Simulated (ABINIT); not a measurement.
Runs of ABINIT 10.8.3 (patched build) on Nb. Symmetry: Im-3m, No. 229, cubic system. The conventional cell has a = 3.328 Å, b = 3.328 Å, c = 3.328 Å, α = 90.00°, β = 90.00°, γ = 90.00°. Nb (site symmetry m-3m) is surrounded by 8 Nb at 2.88 Å. 

```csv
task,level,potentials or basis,spin,k mesh,cutoff (eV),fine-grid cutoff,dispersion computed by,mesh quality,gap on the mesh (eV),V0 of scaled cells (Å³/atom),B0 (GPa)
single point,LDA,JTH PAW LDA v2.0,off,7 × 7 × 7,408,816.342 eV,-,coarse,none,-,-
band structure,WC,JTH PAW PBE v2.0,"SOC, no magnetisation",11 × 11 × 11,435,870.764 eV,-,not flagged,none,-,-
single point,LDA,JTH PAW LDA v2.0,off,14 × 14 × 14,408,816.342 eV,-,not flagged,none,-,-
equation of state,PBEsol+D4,JTH PAW PBE v2.0,off,11 × 11 × 11,435,870.764 eV,dftd4 4.3.1,not flagged,-,17.43,(b)
equation of state,RPBE,JTH PAW PBE v2.0,off,11 × 11 × 11,435,870.764 eV,-,not flagged,-,18.52,(a)
equation of state,rPW86PBE,JTH PAW PBE v2.0,off,11 × 11 × 11,435,870.764 eV,-,not flagged,-,18.95,167
equation of state,BLYP+D4,JTH PAW PBE v2.0,off,11 × 11 × 11,435,870.764 eV,dftd4 4.3.1,not flagged,-,18.28,165
equation of state,PBEsol,JTH PAW PBE v2.0,off,11 × 11 × 11,435,870.764 eV,-,not flagged,-,17.59,181
equation of state,BP86+D2,JTH PAW PBE v2.0,off,11 × 11 × 11,435,870.764 eV,-,not flagged,-,18.23,169
```

Alike in all rows: cell as given; smearing fermi-dirac 0.05 eV.

Problem. Estimate the missing entries.

Solution. (a) 166; (b) 183.

Caveats: some runs use coarse meshes; the PAW data sets were made with another functional, which shifts forces and pressure a little (some runs); pressures at fixed basis lie under the slope of the energies (some runs).

A k mesh can miss the band edges, and rows without SOC leave out spin-orbit coupling on Nb.

A gap of «none» marks a metal or a gap under the smearing width.

Runs at the PBE level aren't shown here.
